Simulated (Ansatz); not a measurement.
# How far is this LiH from the hull?

These are results of Ansatz 0.2.0, DFT PBE, scalar-relativistic, plane waves, PAW, not measurements. Settings: cutoff 420 eV, Γ-centred meshes spaced at most about 0.3 Å⁻¹ (2π included), Gaussian smearing. No spin polarisation.

Formation energies are uncorrected and refer to the elements' standard structures at the same level (H₂ as a molecule).

All energies are static (0 K, no zero-point motion). With hydrogen, zero-point motion can shift formation energies by some tens of meV/atom.

The competitors are the elements and 1 reference phase of this chemical system (from databases or known types: LiH), relaxed at the same level; other known phases may be missing.

The candidate was reached from: random sheet. The sheet is periodic along a and b; c holds vacuum.

```cif
data_structure
_symmetry_space_group_name_H-M 'P 1'
_symmetry_Int_Tables_number 1
_cell_length_a 2.7617
_cell_length_b 2.7617
_cell_length_c 29.1370
_cell_angle_alpha 90.000
_cell_angle_beta 90.000
_cell_angle_gamma 90.000
_cell_volume 222.23
loop_
_atom_site_label
_atom_site_type_symbol
_atom_site_fract_x
_atom_site_fract_y
_atom_site_fract_z
_atom_site_occupancy
Li1 Li 0.50000 0.00000 0.25901 1
Li2 Li 0.00000 0.50000 0.32444 1
H1 H 0.50000 0.00000 0.32644 1
H2 H 0.00000 0.50000 0.25701 1
```

Problem. Where does it stand against these competitors?

Solution. Not the lowest form: another structure of the same formula lies lower. Its formation energy is -0.339 eV/atom. The lowest competing phase at this composition is this:

```csv
phase,space group,source,share of atoms,ΔE_f (eV/atom)
LiH,Fm-3m (No. 225),textbook type,1.0000,-0.417
```

The candidate lies 78 meV/atom above this phase. The rivals are bulk phases, so the margin includes the cost of making a free sheet. Checks: no imaginary mode on a 2×2×1 q mesh.
